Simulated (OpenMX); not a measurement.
Al2Pt:

```
Pt Al
1.0
     0.00000    2.95500    2.95500
     2.95500    0.00000    2.95500
     2.95500    2.95500    0.00000
Pt Al
1 2
Direct
  0.00000 0.00000 0.00000
  0.75000 0.75000 0.75000
  0.25000 0.25000 0.25000
```

Base run:

* Program: OpenMX 3.8.5
* Functional: PBE
* Potentials or basis: OpenMX 2013 PBE set, Pt7.0-s3p2d2f1, Al7.0-s2p2d1, grid cutoff 400 Ry
* k mesh: 7 × 7 × 7
* Occupations: fermi-dirac, width 0.05 eV
* Spin: no spin polarisation

Its results: pressure 2.6 GPa.

Task: The run is repeated on the same cell with these changes: functional from PBE to LDA; potentials or basis from OpenMX 2013 PBE set, Pt7.0-s3p2d2f1, Al7.0-s2p2d1, grid cutoff 400 Ry to OpenMX 2013 LDA set, Pt7.0-s3p2d2f1, Al7.0-s2p2d1, grid cutoff 400 Ry. What comes out?

Result: Pressure -3.7 GPa.

Caveats: the basis of atomic orbitals isn't converged, which shifts pressures, moduli and gaps.
